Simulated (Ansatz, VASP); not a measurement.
One calculation of P, two programs

```
P
1.0
    -1.61180    1.61180    1.61180
     1.61180   -1.61180    1.61180
     1.61180    1.61180   -1.61180
P
1
Direct
  0.00000 0.00000 0.00000
```

The cell was built by a generator and needn't be a form met in nature.

Alike in both runs: task single point; functional PBE; dispersion D3(BJ); k mesh 20 × 20 × 20; occupations gaussian, width 0.05 eV; no spin polarisation.

|  | VASP | Ansatz |
| --- | --- | --- |
| version | VASP 6.6.1 | Ansatz 0.2.0 |
| potentials or method | VASP PAW PBE potentials, release 64 (P) | scalar-relativistic, plane waves, PAW |
| plane-wave cutoff (eV) | 520 | 420 |
| valence electrons in the cell | 5 | 5 |

|  | VASP | Ansatz | Ansatz less VASP |
| --- | --- | --- | --- |
| gap on the k mesh at the Fermi level (eV) | none | none | - |
| pressure (GPa) | -15.7 | -15.6 | +0.09 |

A gap of «none» marks a metal or a gap that the smearing closes.

Caveats: so large a pressure means that the cell lies far from this level's equilibrium, or that cutoff or potentials fall short (VASP); pairwise dispersion overbinds metals, which lowers pressure and volume.
